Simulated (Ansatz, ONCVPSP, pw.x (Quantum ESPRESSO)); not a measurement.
# manganese: does the ONCV potential hold in the solid?

Mn (Z = 25), optimised norm-conserving Vanderbilt (ONCV), made with ONCVPSP 4.0.1 (PBE, scalar-relativistic). Core [Ne], reference 3s2 3p6 3d5 4s2. Waves: 3s+4s: rc 1.15 bohr, ncon 5, nbas 9, qcut 9.9 1/bohr, 2 projectors; 3p: rc 1.25 bohr, ncon 4, nbas 8, qcut 11 1/bohr, 2 projectors, debl 1.8 Ha; 3d: rc 1.95 bohr, ncon 4, nbas 8, qcut 6.4 1/bohr, 1 projector. Local part: polynomial inside 0.95 bohr (lpopt 4, dvloc0 3 Ha). Core correction: none.

In the p channel the program set the typed energies aside and used -2.006, 0.250 Ha.

Atomic tests: cutoffs needed: 42 Ha and 59 Ha (the cutoffs (Ha) at which the residual kinetic energy of the hardest occupied pseudo-wave falls to 1 and 0.1 mHa per electron); ghost test: no bound ghost flagged; no localised positive-energy state flagged; largest excitation error: +1067 meV (all-electron minus pseudo) for 3s2 3p6 3d3 4s0, out of 4 test configurations.

Crystal test: diamond Mn in pw.x 7.5, no spin, 9³ k-points, Fermi–Dirac smearing 0.01 Ry, cutoffs 140/560 Ry. The reference is all-electron LAPW (Ansatz 0.2.0) with the same functional, mesh and smearing; V0 and B0 come from Birch–Murnaghan fits to the pressures at five volumes. Errors are pseudo minus all-electron; Δ is the rms difference of the E(V) curves that follow from these fits, minima aligned, over ±6 % about the mean V0. Mesh and smearing are coarse, so the numbers serve the comparison and aren't converged zero-temperature values; the lattice is a test structure that the element need not adopt. Spin polarisation and strong correlation are left out, which matters for this element.

All-electron: a0 = 4.953 Å (V0 = 15.19 Å³/atom), B0 = 143.7 GPa.

Question: How far does the potential miss the all-electron equation of state?

Answer: mean pressure error (GPa): +2.03; a0 (Å): 4.977; a0 error (%): +0.47; B0 error (%): -2.6; Δ (meV/atom): 6.6.

```json
{"V (Å³/atom)": "14.429", "P all-electron (GPa)": "8.26", "P pseudo (GPa)": "10.51"}
{"V (Å³/atom)": "14.808", "P all-electron (GPa)": "3.88", "P pseudo (GPa)": "6.02"}
{"V (Å³/atom)": "15.188", "P all-electron (GPa)": "0.04", "P pseudo (GPa)": "2.07"}
{"V (Å³/atom)": "15.568", "P all-electron (GPa)": "-3.33", "P pseudo (GPa)": "-1.42"}
{"V (Å³/atom)": "15.947", "P all-electron (GPa)": "-6.29", "P pseudo (GPa)": "-4.49"}
```

The run at the middle volume (35 k-points, 9 iterations) took about 1.8 min on one core of a shared host (Intel(R) Xeon(R) Processor @ 2.60GHz, 24 threads, 32 GiB, load 10).
